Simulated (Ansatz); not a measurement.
CoO:

```
Co O
1.0
     1.50547    0.86918    2.43993
    -1.50547    0.86918    2.43993
     0.00000   -1.73837    2.43993
Co O
1 1
Direct
  0.00000 0.00000 0.00000
  0.50000 0.50000 0.50000
```

The cell is a database's computed one.

Program: Ansatz 0.2.0. Alike in all runs: potentials or basis Ansatz PAW; spin collinear, ferromagnetic start; cell as given; k mesh 11 × 11 × 11.

Q: Order these runs on this cell by their band gap on the k mesh, lowest first.
A. level r2SCAN+U; U Co d U = 5 eV; cutoff (eV) 500; smearing fermi-dirac 0.05 eV; hubbard projectors ortho-atomic (the default); double counting fll (the default)
B. level r2SCAN+U; U Co d U = 8 eV; cutoff (eV) 500; smearing fermi-dirac 0.05 eV; hubbard projectors ortho-atomic (the default); double counting fll (the default)
C. level r2SCAN+U; U Co d U = 3 eV; cutoff (eV) 500; smearing fermi-dirac 0.05 eV; hubbard projectors ortho-atomic (the default); double counting fll (the default)
D. level PBEsol+U; U Co d U = 5 eV; cutoff (eV) 420; smearing fermi-dirac 0.05 eV; hubbard projectors ortho-atomic (the default); double counting fll (the default); points for each segment of the path 14
E. level PBE; cutoff (eV) 420; smearing gaussian 0.018 eV

A: E (metal), D (1.55 eV), C (2.02 eV), A (2.25 eV), B (2.49 eV).

Caveats: a cell with one magnetic atom can't hold antiferromagnetic order, which such compounds often take; the magnetic or orbital state may not be the lowest (some runs); odd divisions of the mesh miss points on the zone boundary, where band edges often lie, so the gap on the mesh can be too wide (some runs); the density of states is complete only up to the lowest level of the last band computed (some runs); semilocal functionals often make such compounds metallic where correlation or magnetic order opens a gap, which also shifts bond lengths (some runs).

A k mesh can miss the band edges.

Not every run made on this cell is shown here.
